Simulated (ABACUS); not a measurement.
InAs:

```
CELL_PARAMETERS angstrom
0.00000 3.01800 3.01800
3.01800 0.00000 3.01800
3.01800 3.01800 0.00000
ATOMIC_POSITIONS crystal
In 0.00000 0.00000 0.00000
As 0.75000 0.75000 0.75000
```

Base run:

- Program: ABACUS 3.10.1
- Functional: BLYP
- Potentials or basis: PseudoDojo NC SR 0.5 PBE standard
- Cutoff: 1143 eV
- Density cutoff: 4572 eV
- Basis: plane waves
- k mesh: 6 × 6 × 6
- Occupations: fermi-dirac, width 0.05 eV
- Spin: no spin polarisation

Its results: band gap on the k mesh none (metal or under the smearing width); pressure 7.3 GPa.

Q: After a change of settings the same cell gave: band gap on the k mesh none (metal or under the smearing width); pressure 1.2 GPa. Which change was it?
A. functional from BLYP to WC; potentials or basis from PseudoDojo NC SR 0.5 PBE standard to GBRV ultrasoft 1.5 PBEsol; cutoff from 1143 eV to 544 eV; density cutoff from 4572 eV to 4354 eV; valence electrons from 28 to 18
B. functional from BLYP to OLYP; potentials or basis from PseudoDojo NC SR 0.5 PBE standard to PseudoDojo NC SR 0.4.1 PBE standard
C. functional from BLYP to B86bPBE; potentials or basis from PseudoDojo NC SR 0.5 PBE standard to Ansatz NC PBE
D. functional from BLYP to BP86

A: A.

Caveats: the potentials were made for another functional, which shifts forces and pressure; this crystal is a semiconductor, whose small gap the functional closes, so the metal is an error of the method.

Not every run made on this cell is shown here.
